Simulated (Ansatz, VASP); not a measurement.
W: VASP beside Ansatz

```xyz
1
Lattice="-1.5793 1.5793 1.5793 1.5793 -1.5793 1.5793 1.5793 1.5793 -1.5793" Properties=species:S:1:pos:R:3 pbc="T T T"
W     0.0000    0.0000    0.0000
```

Alike in both runs: functional r2SCAN; k mesh 18 × 18 × 18; occupations gaussian, width 0.1 eV; no spin polarisation.

Ansatz relaxed the structure, and its values are those at the end. VASP's run is a single point on that final structure, the one shown.

|  | VASP | Ansatz |
| --- | --- | --- |
| version | VASP 6.6.1 | Ansatz 0.2.0 |
| potentials or method | VASP PAW PBE potentials, release 64 (W_sv) | scalar-relativistic, plane waves, PAW |
| plane-wave cutoff (eV) | 520 | 500 |
| valence electrons in the cell | 14 | 14 |

|  | VASP | Ansatz | Ansatz less VASP |
| --- | --- | --- | --- |
| gap on the k mesh at the Fermi level (eV) | none | none | - |
| pressure (GPa) | 4.3 | 3.0 | -1.29 |

A gap of «none» marks a metal or a gap that the smearing closes.

Caveats: the PAW data sets were made with another functional, which shifts forces and pressure a little (VASP). Spin-orbit coupling is left out, which matters for the levels of W.
